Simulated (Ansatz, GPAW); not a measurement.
# Ballistic transport through a Rh chain with two B atoms in line, from relaxation to T(E)

How well does a Rh chain with two B atoms in line conduct once its atoms have relaxed, and how much do cheaper levels lose?

Method: Ansatz plane waves; relaxation of the junction with the lead ends held, in the first sound run; inputs show where later runs differ, in GPAW 26.7.0 and Ansatz 0.2.0.

### 1. Starting point

The cell holds 18 atoms: 16 Rh and 2 B. Its edges and angles: a = 9.000 Å, b = 9.000 Å, c = 39.857 Å, α = 90.0°, β = 90.0°, γ = 90.0°. Regions: left lead, 8 atoms (8 Rh); channel, 2 atoms (2 B); right lead, 8 atoms (8 Rh). Vacuum lies along a and b. The structure is stacked along c, and the current runs across the ab planes.

### 2. Relaxing the atoms

Transmission follows bond lengths closely, so the atoms between the held lead ends are relaxed first, from a slightly shaken start that lets symmetry break.

input.yaml

```yaml
crystal:
  lattice:
    - [9.0, 0.0, 0.0]
    - [0.0, 9.0, 0.0]
    - [0.0, 0.0, 39.8568]
  atoms:
    - { symbol: Rh, position: [0.5, 0.5, 0.0288532948] }
    - { symbol: Rh, position: [0.5, 0.5, 0.0865598844] }
    - { symbol: Rh, position: [0.5, 0.5, 0.144266474] }
    - { symbol: Rh, position: [0.5, 0.5, 0.2019730636] }
    - { symbol: Rh, position: [0.5, 0.5, 0.2596796532] }
    - { symbol: Rh, position: [0.5, 0.5, 0.3173862427] }
    - { symbol: Rh, position: [0.4985588666, 0.4962330108, 0.3756000309] }
    - { symbol: Rh, position: [0.4963072847, 0.5067130519, 0.4334949961] }
    - { symbol: B, position: [0.4988024569, 0.5019017191, 0.4817684228] }
    - { symbol: B, position: [0.5094465647, 0.4969224511, 0.520246287] }
    - { symbol: Rh, position: [0.5017258021, 0.4990681632, 0.5680226698] }
    - { symbol: Rh, position: [0.5016892477, 0.5035874695, 0.6245113263] }
    - { symbol: Rh, position: [0.5, 0.5, 0.6826137573] }
    - { symbol: Rh, position: [0.5, 0.5, 0.7403203468] }
    - { symbol: Rh, position: [0.5, 0.5, 0.7980269364] }
    - { symbol: Rh, position: [0.5, 0.5, 0.855733526] }
    - { symbol: Rh, position: [0.5, 0.5, 0.9134401156] }
    - { symbol: Rh, position: [0.5, 0.5, 0.9711467052] }
kpoints:
  mp_grid: { grid: [1, 1, 2] }
hamiltonian:
  xc: pbe
scf:
  occupations: { method: fermi_dirac, width: 0.1 }
relax:
  f_tol: 0.03
  max_steps: 80
  constraints: [{ sites: [0, 1, 2, 3, 4, 5, 12, 13, 14, 15, 16, 17] }]
```

On the command line:

```
$ ansatz run input.yaml --threads 4 --pin off --max-ram 8192MiB --backend cpu --events-out ev --progress --plain --runs-dir out
```

Numbers of over 12 decimals in the logs are rounded to 6 here.

Output:

```text
Engine: ansatz 0.2.0, x86_64-unknown-linux-gnu
Pseudopotentials: kind: paw
Pseudopotential: Rh, paw, valence charge 17, recommended cutoff 420 eV (normal), Rh.paw.azcp
Pseudopotential: B, paw, valence charge 3, recommended cutoff 420 eV (normal), B.paw.azcp
Functional definition: PBE
  parameter kappa = 0.804
  parameter beta = 0.066725
  exchange = pbe_x(kappa = kappa, mu = beta*pi^2/3)
  correlation = pbe_c(beta = beta)
Crystal: 18 atoms, lattice volume = 3228.401 Å³
Basis set: ecut = 420 eV, 63001 PW (Γ), exchange–correlation on 128×128×540 points (8 copies of the dense FFT grid, shifted against one another)
Bands: 167, of which v1, the nominal top of the filled ones, is band 139 counted from 1 (138 counted from 0)
Symmetry: 1 space group operations
Space group: P1 (ITA 1), of the structure as read, at distance tolerance 1.5e-4 Å
k-points: 2
Non-local potential: Rh, projectors of the file, l = 0: 3, l = 1: 2, l = 2: 2, l = 3: 1
Non-local potential: B, projectors of the file, l = 0: 2, l = 1: 2, l = 2: 1
PAW form: soft (Blöchl's): semilocal exchange-correlation on the pseudo side does not see the compensation charge
PAW one-centre angular grid: Rh, 590 points (default); XC on 64 Gauss nodes
PAW one-centre angular grid: B, 110 points (default); XC on 64 Gauss nodes
Initial density: superposition of atomic densities (neutral atoms: chi_scale 0, normalization atom), corrected by the library's trained network
Initial wavefunctions: pseudopotential atomic-orbital guess
Functional: x = pbe(κ = 0.804, μ = 0.219515), c = pbe(β = 0.066725)
SCF iter   1: F=—  HF=-102702.654219 eV  |F-HF|=—  |Δ(HF+E_count)|=         —  Δρ=1.05e-2  dr2=1.50e1  ethr=1.77e-3  ⟨swp⟩=6.5  Hψ=1240  notcnv=0  defer=1
preconditioner: auto → LDOS  [metal: Δε(μ)=0.074 eV  Ē_g=3.292 eV  σ=0.100 eV  W_gap=0.18  n_scr=330 (ndim 8)  ℏωp=8.0 eV  f_vac=0.757  D(μ)=43.75/eV (n_scr^D=190)  β→1.0]
SCF iter   2: F=—  HF=-102702.295311 eV  |F-HF|=—  |Δ(HF+E_count)|=   3.59e-1  Δρ=7.51e-3  dr2=1.35e0  ethr=1.77e-3  ⟨swp⟩=3.0  Hψ=569  notcnv=0  defer=4
SCF iter   3: F=—  HF=-102702.230156 eV  |F-HF|=—  |Δ(HF+E_count)|=   6.52e-2  Δρ=2.71e-3  dr2=4.29e-1  ethr=4.85e-4  ⟨swp⟩=2.5  Hψ=588  notcnv=0  defer=3
SCF iter   4: F=—  HF=-102702.218168 eV  |F-HF|=—  |Δ(HF+E_count)|=   1.20e-2  Δρ=1.19e-3  dr2=1.14e-1  ethr=1.54e-4  ⟨swp⟩=1.0  Hψ=331  notcnv=0  defer=3
SCF iter   5: F=—  HF=-102702.223192 eV  |F-HF|=—  |Δ(HF+E_count)|=   5.02e-3  Δρ=6.39e-4  dr2=1.87e-2  ethr=4.10e-5  ⟨swp⟩=1.0  Hψ=331  notcnv=0  defer=3
SCF iter   6: F=—  HF=-102702.224503 eV  |F-HF|=—  |Δ(HF+E_count)|=   1.31e-3  Δρ=2.46e-4  dr2=4.01e-3  ethr=6.74e-6  ⟨swp⟩=2.0  Hψ=435  notcnv=0  defer=3
SCF iter   7: F=—  HF=-102702.225133 eV  |F-HF|=—  |Δ(HF+E_count)|=   6.30e-4  Δρ=1.40e-4  dr2=1.07e-3  ethr=1.44e-6  ⟨swp⟩=2.0  Hψ=423  notcnv=0  defer=3
SCF iter   8: F=—  HF=-102702.225095 eV  |F-HF|=—  |Δ(HF+E_count)|=   3.72e-5  Δρ=4.59e-5  dr2=9.65e-5  ethr=3.84e-7  ⟨swp⟩=2.0  Hψ=409  notcnv=0  defer=3
SCF iter   9: F=—  HF=-102702.225172 eV  |F-HF|=—  |Δ(HF+E_count)|=   7.66e-5  Δρ=2.26e-5  dr2=3.14e-5  ethr=8.09e-9  ⟨swp⟩=5.5  Hψ=1197  notcnv=0
SCF iter  10: F=-102702.225193 eV  HF=-102702.225193 eV  |F-HF|=3.07e-7  |Δ(HF+E_count)|=   2.10e-5  Δρ=8.87e-6  dr2=3.60e-6  ethr=8.09e-9  ⟨swp⟩=4.0  Hψ=838  notcnv=0
SCF 1 converged in 10 iterations: F = -102702.225193 eV  dr2 = 3.60e-6
  greatest PAW one-centre occupation: 1.000 electrons in one spin orbital (limit 2), on the Rh atom at site 10 (counted from 0), in its partial waves of l = 0
relax step   1: F+E_penalty+E_count = -102702.22519330 eV  Δ(F+E_penalty+E_count) = +0.000e0 eV  max|allowed force component| = 3.331e0 eV/Å  Δτ_max = 0.0000 Å  (10 SCF iters, dr2 threshold 2.25e-5 eV, accepted)
Initial density: handed on by an earlier stage of this run
Initial wavefunctions: those handed on with the density
iter 1 solved again at ethr=1.67e-4 eV; its pass at ethr=3.10e-3 eV (dr2=4.65e-1 eV) is discarded
SCF iter   1: F=—  HF=-102702.483468 eV  |F-HF|=—  |Δ(HF+E_count)|=         —  Δρ=3.67e-3  dr2=4.45e-1  ethr=1.67e-4  ⟨swp⟩=1.0  Hψ=1008  notcnv=0  defer=3
preconditioner: auto → LDOS  [metal: Δε(μ)=0.135 eV  Ē_g=3.248 eV  σ=0.100 eV  W_gap=0.33  n_scr=330 (ndim 8)  ℏωp=8.0 eV  f_vac=0.770  D(μ)=47.75/eV (n_scr^D=264)  β→1.0]
SCF iter   2: F=—  HF=-102702.446193 eV  |F-HF|=—  |Δ(HF+E_count)|=   3.73e-2  Δρ=2.31e-3  dr2=1.57e-1  ethr=1.60e-4  ⟨swp⟩=3.0  Hψ=538  notcnv=0  defer=3
SCF iter   3: F=—  HF=-102702.427140 eV  |F-HF|=—  |Δ(HF+E_count)|=   1.91e-2  Δρ=6.66e-4  dr2=1.75e-2  ethr=5.65e-5  ⟨swp⟩=2.0  Hψ=589  notcnv=0  defer=3
SCF iter   4: F=—  HF=-102702.426125 eV  |F-HF|=—  |Δ(HF+E_count)|=   1.02e-3  Δρ=1.63e-4  dr2=2.69e-3  ethr=6.28e-6  ⟨swp⟩=2.0  Hψ=555  notcnv=0  defer=3
SCF iter   5: F=—  HF=-102702.426145 eV  |F-HF|=—  |Δ(HF+E_count)|=   2.01e-5  Δρ=7.17e-5  dr2=4.11e-4  ethr=9.68e-7  ⟨swp⟩=1.0  Hψ=331  notcnv=0  defer=3
SCF iter   6: F=-102702.426170 eV  HF=-102702.426220 eV  |F-HF|=5.03e-5  |Δ(HF+E_count)|=   7.52e-5  Δρ=3.73e-5  dr2=7.78e-5  ethr=3.60e-8  ⟨swp⟩=3.5  Hψ=1245  notcnv=0
SCF 2 converged in 6 iterations: F = -102702.426170 eV  dr2 = 7.78e-5
relax step   2: F+E_penalty+E_count = -102702.42616964 eV  Δ(F+E_penalty+E_count) = -2.010e-1 eV  max|allowed force component| = 1.749e0 eV/Å  Δτ_max = 0.0629 Å  (6 SCF iters, dr2 threshold 1.00e-4 eV, accepted)
iter 1 solved again at ethr=6.61e-4 eV; its pass at ethr=3.10e-3 eV (dr2=1.84e0 eV) is discarded
SCF iter   1: F=—  HF=-102703.043970 eV  |F-HF|=—  |Δ(HF+E_count)|=         —  Δρ=8.44e-3  dr2=1.31e0  ethr=6.61e-4  ⟨swp⟩=1.0  Hψ=1090  notcnv=0  defer=4
eigensolver tolerance schedule: the retry pair's looser diagonalisation over-reported the residual by 0.40 of it (diagonalisation noise at 0.12 of the residual, at the tolerance the schedule requests for it); recorded, not acted on — ethr = c·dr2/N_el stays at c = 1.0e-1
preconditioner: auto → LDOS  [metal: Δε(μ)=0.046 eV  Ē_g=3.269 eV  σ=0.100 eV  W_gap=0.11  n_scr=330 (ndim 8)  ℏωp=8.0 eV  f_vac=0.770  D(μ)=44.84/eV (n_scr^D=216)  β→1.0]
SCF iter   2: F=—  HF=-102702.957370 eV  |F-HF|=—  |Δ(HF+E_count)|=   8.66e-2  Δρ=6.15e-3  dr2=7.79e-1  ethr=4.72e-4  ⟨swp⟩=3.0  Hψ=653  notcnv=0  defer=4
SCF iter   3: F=—  HF=-102702.819744 eV  |F-HF|=—  |Δ(HF+E_count)|=   1.38e-1  Δρ=1.33e-3  dr2=9.56e-2  ethr=2.80e-4  ⟨swp⟩=2.0  Hψ=666  notcnv=0  defer=4
SCF iter   4: F=—  HF=-102702.814704 eV  |F-HF|=—  |Δ(HF+E_count)|=   5.04e-3  Δρ=3.28e-4  dr2=6.63e-3  ethr=3.44e-5  ⟨swp⟩=2.0  Hψ=381  notcnv=0  defer=4
SCF iter   5: F=—  HF=-102702.814963 eV  |F-HF|=—  |Δ(HF+E_count)|=   2.59e-4  Δρ=1.42e-4  dr2=1.33e-3  ethr=2.39e-6  ⟨swp⟩=2.0  Hψ=453  notcnv=0  defer=4
SCF iter   6: F=—  HF=-102702.815201 eV  |F-HF|=—  |Δ(HF+E_count)|=   2.38e-4  Δρ=9.02e-5  dr2=3.99e-4  ethr=4.78e-7  ⟨swp⟩=2.0  Hψ=412  notcnv=0  defer=4
SCF iter   7: F=-102702.815253 eV  HF=-102702.815278 eV  |F-HF|=2.45e-5  |Δ(HF+E_count)|=   7.69e-5  Δρ=3.54e-5  dr2=6.92e-5  ethr=3.60e-8  ⟨swp⟩=3.5  Hψ=1114  notcnv=0
SCF 3 converged in 7 iterations: F = -102702.815253 eV  dr2 = 6.92e-5
  greatest PAW one-centre occupation: 1.000 electrons in one spin orbital (limit 2), on the Rh atom at site 7 (counted from 0), in its partial waves of l = 0
relax step   3: F+E_penalty+E_count = -102702.81525344 eV  Δ(F+E_penalty+E_count) = -3.891e-1 eV  max|allowed force component| = 7.675e-1 eV/Å  Δτ_max = 0.1950 Å  (7 SCF iters, dr2 threshold 1.00e-4 eV, accepted)
[... from here on, the SCF cycles and remarks between the steps are left out ...]
relax step   4: F+E_penalty+E_count = -102703.13720816 eV  Δ(F+E_penalty+E_count) = -3.220e-1 eV  max|allowed force component| = 8.926e-1 eV/Å  Δτ_max = 0.1951 Å  (8 SCF iters, dr2 threshold 1.00e-4 eV, accepted)
relax step   5: F+E_penalty+E_count = -102703.35065947 eV  Δ(F+E_penalty+E_count) = -2.135e-1 eV  max|allowed force component| = 5.992e-1 eV/Å  Δτ_max = 0.1919 Å  (8 SCF iters, dr2 threshold 1.00e-4 eV, accepted)
relax step   6: F+E_penalty+E_count = -102703.40356994 eV  Δ(F+E_penalty+E_count) = -5.291e-2 eV  max|allowed force component| = 2.770e-1 eV/Å  Δτ_max = 0.2000 Å  (7 SCF iters, dr2 threshold 1.00e-4 eV, accepted)
relax step   7: F+E_penalty+E_count = -102703.41992603 eV  Δ(F+E_penalty+E_count) = -1.636e-2 eV  max|allowed force component| = 5.347e-2 eV/Å  Δτ_max = 0.1976 Å  (8 SCF iters, dr2 threshold 1.64e-5 eV, accepted)
relax step   8: F+E_penalty+E_count = -102703.42440501 eV  Δ(F+E_penalty+E_count) = -4.479e-3 eV  max|allowed force component| = 2.381e-2 eV/Å  Δτ_max = 0.0974 Å  (10 SCF iters, accepted)
relax step   9: F+E_penalty+E_count = -102703.40148492 eV  Δ(F+E_penalty+E_count) = +2.292e-2 eV  max|allowed force component| = 6.010e-1 eV/Å  Δτ_max = 0.1956 Å  (11 SCF iters, rejected (line search))
relax step  10: F+E_penalty+E_count = -102703.42567722 eV  Δ(F+E_penalty+E_count) = -1.272e-3 eV  max|allowed force component| = 4.600e-2 eV/Å  Δτ_max = 0.0746 Å  (10 SCF iters, accepted)
relax step  11: F+E_penalty+E_count = -102703.42670285 eV  Δ(F+E_penalty+E_count) = -1.026e-3 eV  max|allowed force component| = 6.765e-2 eV/Å  Δτ_max = 0.0975 Å  (10 SCF iters, accepted)
relax step  12: F+E_penalty+E_count = -102703.42710336 eV  Δ(F+E_penalty+E_count) = -4.005e-4 eV  max|allowed force component| = 2.709e-2 eV/Å  Δτ_max = 0.0105 Å  (6 SCF iters, dr2 threshold 4.58e-6 eV, accepted)
relax step  13: F+E_penalty+E_count = -102703.42710381 eV  Δ(F+E_penalty+E_count) = -4.555e-7 eV  max|allowed force component| = 2.700e-2 eV/Å  Δτ_max = 0.0000 Å  (3 SCF iters, accepted)
relax step  14: F+E_penalty+E_count = -102703.42733538 eV  Δ(F+E_penalty+E_count) = -2.316e-4 eV  max|allowed force component| = 1.350e-2 eV/Å  Δτ_max = 0.0344 Å  (8 SCF iters, accepted)
SCF iter   1: F=—  HF=-102703.429014 eV  |F-HF|=—  |Δ(HF+E_count)|=         —  Δρ=1.03e-3  dr2=1.13e-2  ethr=3.42e-5  ⟨swp⟩=3.0  Hψ=695  notcnv=0  defer=4
preconditioner: auto → LDOS  [metal: Δε(μ)=0.047 eV  Ē_g=3.180 eV  σ=0.100 eV  W_gap=0.12  n_scr=330 (ndim 8)  ℏωp=8.0 eV  f_vac=0.768  D(μ)=47.11/eV (n_scr^D=248)  β→1.0]
SCF iter   2: F=—  HF=-102703.427597 eV  |F-HF|=—  |Δ(HF+E_count)|=   1.42e-3  Δρ=6.00e-4  dr2=6.08e-3  ethr=4.07e-6  ⟨swp⟩=3.0  Hψ=657  notcnv=0  defer=4
SCF iter   3: F=—  HF=-102703.426146 eV  |F-HF|=—  |Δ(HF+E_count)|=   1.45e-3  Δρ=7.91e-5  dr2=2.61e-4  ethr=2.19e-6  ⟨swp⟩=2.0  Hψ=590  notcnv=0  defer=4
SCF iter   4: F=—  HF=-102703.426178 eV  |F-HF|=—  |Δ(HF+E_count)|=   3.14e-5  Δρ=6.00e-5  dr2=9.15e-5  ethr=9.39e-8  ⟨swp⟩=2.0  Hψ=568  notcnv=0  defer=4
SCF iter   5: F=—  HF=-102703.427384 eV  |F-HF|=—  |Δ(HF+E_count)|=   1.21e-3  Δρ=1.28e-5  dr2=7.40e-6  ethr=3.29e-8  ⟨swp⟩=2.0  Hψ=460  notcnv=0  defer=4
SCF iter   6: F=—  HF=-102703.427384 eV  |F-HF|=—  |Δ(HF+E_count)|=   8.14e-7  Δρ=5.92e-6  dr2=1.44e-6  ethr=2.66e-9  ⟨swp⟩=2.5  Hψ=507  notcnv=0  defer=4
SCF iter   7: F=—  HF=-102703.427385 eV  |F-HF|=—  |Δ(HF+E_count)|=   2.77e-7  Δρ=2.95e-6  dr2=3.06e-7  ethr=5.19e-10  ⟨swp⟩=2.0  Hψ=489  notcnv=0  defer=4
SCF iter   8: F=-102703.427385 eV  HF=-102703.427385 eV  |F-HF|=1.76e-8  |Δ(HF+E_count)|=   1.50e-8  Δρ=1.03e-6  dr2=5.46e-8  ethr=3.60e-11  ⟨swp⟩=4.5  Hψ=1074  notcnv=0
SCF 15 converged in 8 iterations: F = -102703.427385 eV  dr2 = 5.46e-8
relax step  15: F+E_penalty+E_count = -102703.42738465 eV  Δ(F+E_penalty+E_count) = -4.926e-5 eV  max|allowed force component| = 1.231e-2 eV/Å  Δτ_max = 0.0323 Å  (8 SCF iters, accepted)
SCF converged after 8 iterations
Free energy (F): -102703.427385 eV
Harris-Foulkes:  -102703.427385 eV  (|F-HF|=1.76e-8)
Internal energy: -102701.863232 eV  (E = F + TS)
E sigma→0 (E₀):  -102702.645308 eV
Entropy (-TS):   -1.564153 eV (-86.897 meV/atom)
Fermi energy:    -3.262046 eV
--- Per-component energies (eV) ---
  E_band       = -8021.666286
  E_kinetic    = 9242.650233
  E_local      = -95591.049184  (includes V_loc(G=0)·N_el)
  E_nonlocal   = 5797.775095
  E_hartree    = 40687.472278
  E_xc         = -3546.217777
  E_vxc        = -4436.349831  (∫ρ·V_xc dr)
  E_paw        = -57589.508194  (= ΣΔE_a)
  E_vpaw       = -4409.650719  (= ΣTr[D̂ρ^β])
  E_aug_tail   = 0.014256  (compensation charges beyond the density's cutoff)
  E_ewald      = -1702.999939
  E_smearing   = -1.564153  (= −TS)
  E_closure    = -0.000000  (closes the sum)
  Σ components = -102703.427385   (vs F -102703.427385, Δ=0.00e0)
--- Forces (eV/Å), atoms counted from 1 ---
  atom   1  Rh    -0.00333948    -0.00909223     0.10196420
  atom   2  Rh     0.00501695     0.01368607     0.00401846
  atom   3  Rh    -0.00388447    -0.01071567    -0.22663686
  atom   4  Rh     0.00814532     0.02275657     0.05312771
  atom   5  Rh    -0.01506162    -0.04223306     0.63316350
  atom   6  Rh     0.00783516     0.02061639    -0.00772393
  atom   7  Rh    -0.00190557     0.00040468     0.00098682
  atom   8  Rh     0.00113846    -0.00038501     0.00008967
  atom   9  B      0.00130140     0.00079265    -0.00501735
  atom  10  B      0.00042745    -0.00708864     0.01231097
  atom  11  Rh    -0.00103401     0.00710152    -0.00873175
  atom  12  Rh    -0.00209172    -0.00118381     0.00278615
  atom  13  Rh    -0.00655165    -0.02146801     0.00056439
  atom  14  Rh     0.01670597     0.04397881    -0.63075039
  atom  15  Rh    -0.00895302    -0.02347642    -0.04660122
  atom  16  Rh     0.00399174     0.01076507     0.22130119
  atom  17  Rh    -0.00489703    -0.01349926    -0.00312673
  atom  18  Rh     0.00329110     0.00905031    -0.10167824
  max |Σ_I F_I| component: 1.35e-4 eV/Å
--- Relaxed structure (15 steps of the walk, 14 accepted, 0 SCFs on fresh bases) ---
  F+E_penalty+E_count = -102703.42738465 eV   max|allowed force component| = 1.231e-2 eV/Å
  atoms:
    - { symbol: Rh, position: [0.5, 0.5, 0.0288532948] }
    - { symbol: Rh, position: [0.5, 0.5, 0.0865598844] }
    - { symbol: Rh, position: [0.5, 0.5, 0.144266474] }
    - { symbol: Rh, position: [0.5, 0.5, 0.201973] }
    - { symbol: Rh, position: [0.5, 0.5, 0.259680] }
    - { symbol: Rh, position: [0.5, 0.5, 0.3173862427] }
    - { symbol: Rh, position: [0.489222, 0.469821, 0.374568] }
    - { symbol: Rh, position: [0.529080, 0.580659, 0.435985] }
    - { symbol: B, position: [0.504403, 0.512714, 0.478383] }
    - { symbol: B, position: [0.495405, 0.487531, 0.522244] }
    - { symbol: Rh, position: [0.470870, 0.418751, 0.564603] }
    - { symbol: Rh, position: [0.511885, 0.530995, 0.625451] }
    - { symbol: Rh, position: [0.5, 0.5, 0.682614] }
    - { symbol: Rh, position: [0.5, 0.5, 0.7403203468] }
    - { symbol: Rh, position: [0.5, 0.5, 0.798027] }
    - { symbol: Rh, position: [0.5, 0.5, 0.855733526] }
    - { symbol: Rh, position: [0.5, 0.5, 0.913440] }
    - { symbol: Rh, position: [0.5, 0.5, 0.971147] }
```

The job ended after 3 min (4 threads of Intel Xeon 6975P-C (Granite Rapids), shared host; peak memory 4.8 GiB).

The steps of the relaxation:

```csv
step,energy less that of the first step (eV),largest force component (eV/Å)
1,0.0000,3.3306
2,-0.2010,1.7489
3,-0.5901,0.7675
4,-0.9120,0.8926
5,-1.1255,0.5992
6,-1.1784,0.2770
7,-1.1947,0.0535
8,-1.1992,0.0238
9,-1.1763,0.6010
10,-1.2005,0.0460
11,-1.2015,0.0676
12,-1.2019,0.0271
13,-1.2019,0.0270
14,-1.2021,0.0135
15,-1.2022,0.0123
```

Relaxation step 9 was tried and not accepted.

The atoms that moved most (Å):

```csv
atom,dx,dy,dz,length
Rh11,-0.278,-0.723,-0.136,0.786
Rh8,0.295,0.666,0.099,0.735
Rh12,0.092,0.247,0.037,0.266
Rh7,-0.084,-0.238,-0.041,0.255
B9,0.050,0.097,-0.135,0.174
B10,-0.126,-0.085,0.080,0.172
```

Final coordinates:

```cif
data_structure
_symmetry_space_group_name_H-M 'P 1'
_symmetry_Int_Tables_number 1
_cell_length_a 9.0000
_cell_length_b 9.0000
_cell_length_c 39.8568
_cell_angle_alpha 90.000
_cell_angle_beta 90.000
_cell_angle_gamma 90.000
_cell_volume 3228.40
loop_
_atom_site_label
_atom_site_type_symbol
_atom_site_fract_x
_atom_site_fract_y
_atom_site_fract_z
_atom_site_occupancy
Rh1 Rh 0.50000 0.50000 0.02885 1
Rh2 Rh 0.50000 0.50000 0.08656 1
Rh3 Rh 0.50000 0.50000 0.14427 1
Rh4 Rh 0.50000 0.50000 0.20197 1
Rh5 Rh 0.50000 0.50000 0.25968 1
Rh6 Rh 0.50000 0.50000 0.31739 1
Rh7 Rh 0.48922 0.46982 0.37457 1
Rh8 Rh 0.52908 0.58066 0.43599 1
B9 B 0.50440 0.51271 0.47838 1
B10 B 0.49541 0.48753 0.52224 1
Rh11 Rh 0.47087 0.41875 0.56460 1
Rh12 Rh 0.51188 0.53099 0.62545 1
Rh13 Rh 0.50000 0.50000 0.68261 1
Rh14 Rh 0.50000 0.50000 0.74032 1
Rh15 Rh 0.50000 0.50000 0.79803 1
Rh16 Rh 0.50000 0.50000 0.85573 1
Rh17 Rh 0.50000 0.50000 0.91344 1
Rh18 Rh 0.50000 0.50000 0.97115 1
```

Numbers from this step:

| Item | Value |
| --- | --- |
| free energy | -102703.4274 eV |
| smearing term TS | 1.564 eV |
| symmetry operations | 1 |

The relaxation lowered the energy of the cell by 1.20 eV.

(Part 1 of 4 ends here.)

[Logs are printed without paths, hosts, clocks, repeated set-up lines and the standing remarks that a program may print on its own settings, such as how far it seeks lower states.]

[Hosts, paths, dates, database ids (printed as entryN), source tags and the programs' standing remarks are cut or masked in the printed files.]
